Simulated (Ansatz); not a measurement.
**HfN: stress in a strained cell**

Aim: deform HfN (equal xy, yz and zx engineering shear strains of -1 %) and compute stress, forces and field gradients with LAPW, PAW and all-electron datasets made for the crystal.

Computed with Ansatz 0.2.0 (DFT LDA, scalar-relativistic, unless a step's input says otherwise).

### Step 1. The structure to begin with

Symmetry: Fm-3m, No. 225, cubic system. Conventional cell: a = 4.518 Å, b = 4.518 Å, c = 4.518 Å, α = 90.00°, β = 90.00°, γ = 90.00°. Hf (site symmetry m-3m) has 6 N at 2.26 Å as nearest neighbours. N (site symmetry m-3m) has 6 Hf at 2.26 Å as nearest neighbours.

As a file:

```cif
data_structure
_symmetry_space_group_name_H-M 'Fm-3m'
_symmetry_Int_Tables_number 225
_cell_length_a 4.5180
_cell_length_b 4.5180
_cell_length_c 4.5180
_cell_angle_alpha 90.000
_cell_angle_beta 90.000
_cell_angle_gamma 90.000
_cell_volume 92.22
loop_
_atom_site_label
_atom_site_type_symbol
_atom_site_symmetry_multiplicity
_atom_site_Wyckoff_symbol
_atom_site_fract_x
_atom_site_fract_y
_atom_site_fract_z
_atom_site_occupancy
Hf1 Hf 4 a 0.00000 0.00000 0.00000 1
N1 N 4 b 0.50000 0.00000 0.00000 1
```

The file gives the conventional cell by its symmetry; the runs use the cell typed in the input.

Atoms are numbered in the order of the input: Hf1, N2.

### Step 2. The deformed structure

Space group Fm-3m before, R-3m after.

### Step 3. All-electron LAPW

Input file input.yaml:

```yaml
crystal:
  lattice:
    - [-0.02259, 2.247705, 2.247705]
    - [2.247705, -0.02259, 2.247705]
    - [2.247705, 2.247705, -0.02259]
  atoms:
    - { symbol: Hf, position: [0.0, 0.0, 0.0] }
    - { symbol: "N", position: [0.5, 0.5, 0.5] }
kpoints:
  mp_grid: { grid: [10, 10, 10] }
  band_path:
    path:
      - [0.0, 0.0, 0.0]
      - [0.5, 0.5, 0.5]
      - [0.2525443832, 0.5, 0.7474556168]
      - [-0.2525443832, 0.2525443832, 0.5]
      - [0.0, 0.0, 0.5]
      - [0.0, 0.0, 0.0]
      - [-0.3762721916, 0.0, 0.3762721916]
      - [0.0, 0.3762721916, 0.6237278084]
      - [0.0, 0.5, 0.5]
    npoints: 5
scf:
  occupations: { method: fermi_dirac, width: 0.03 }
hamiltonian:
  xc: lda
  pseudopotentials: { kind: all_electron, lapw: { basis_error: 0.001 } }
output:
  forces: true
  stress: true
  eigenvalues: true
```

Launch:

```
ansatz run input.yaml --threads 1 --pin off --max-ram 3072MiB --backend cpu --events-out ev --progress --plain --runs-dir out
```

### Step 4. PAW with frozen cores

Input file input.yaml:

```yaml
crystal:
  lattice:
    - [-0.02259, 2.247705, 2.247705]
    - [2.247705, -0.02259, 2.247705]
    - [2.247705, 2.247705, -0.02259]
  atoms:
    - { symbol: Hf, position: [0.0, 0.0, 0.0] }
    - { symbol: "N", position: [0.5, 0.5, 0.5] }
kpoints:
  mp_grid: { grid: [10, 10, 10] }
scf:
  occupations: { method: fermi_dirac, width: 0.03 }
hamiltonian:
  xc: lda
  pseudopotentials: { kind: paw }
output:
  forces: true
  stress: true
  eigenvalues: true
  efg: { contact_densities: true }
```

### Step 5. Datasets made for this crystal

Changes to input.yaml since step 4:

```diff
@@ -14,3 +14,3 @@
   xc: lda
-  pseudopotentials: { kind: paw }
+  pseudopotentials: { kind: all_electron, datasets: crystal }
 output:
```

(Steps that only read results are left out.)

Before running it: what results should come out? Wanted: pressure; largest shear or deviatoric stress.

**Answer**, as computed:

| quantity | value |
| --- | --- |
| pressure | LAPW -9.23, PAW -9.34, crystal datasets -9.24 GPa |
| largest shear or deviatoric stress (LAPW) | 0.98 GPa |

In words: The largest part of the stress beyond the pressure is 0.98 GPa in size; the atoms are carried along and not relaxed. No run of the undeformed cell stands beside it, so the pressure holds what the given cell had before the change. PAW: stress within 0.11 GPa of LAPW. Crystal datasets: stress within 0.01 GPa of LAPW. Spin-orbit coupling is left out, though the cell holds Hf; in elements this heavy it can shift bands and gaps by tenths of an eV. HfN has an odd count of electrons, so a run without spin can force a false metal and spoil its energy.
